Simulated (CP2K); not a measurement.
**HgTe (Coloradoite) in CP2K: the effect of pseudo set**

HgTe (Coloradoite):

```
Hg Te
1.0
     4.54599    0.00000    0.00000
     2.27299    3.93694    0.00000
     2.27299    1.31231    3.71178
Hg Te
1 1
Direct
  0.00000 0.00000 0.00000
  0.75000 0.75000 0.75000
```

Alike in all runs:

```yaml
Program: CP2K 2026.2
Task: band structure
Functional: PBE
Density_cutoff: 6123 eV
k_mesh: 7 × 7 × 7
Occupations: fermi-dirac, width 0.05 eV
Spin: no spin polarisation
```

```csv
pseudo set,pressure (GPa)
PBE,5.5
PADE,?
BLYP,5.5
SCAN,5.4
PBE0,5.7
```

Task: What does the run with pseudo set PADE give?

Result: Pressure 4.0 GPa.

Caveats: the basis of atomic orbitals isn't converged, which shifts pressures, moduli and gaps; the potentials were made for another functional, which shifts forces and pressure (some runs).
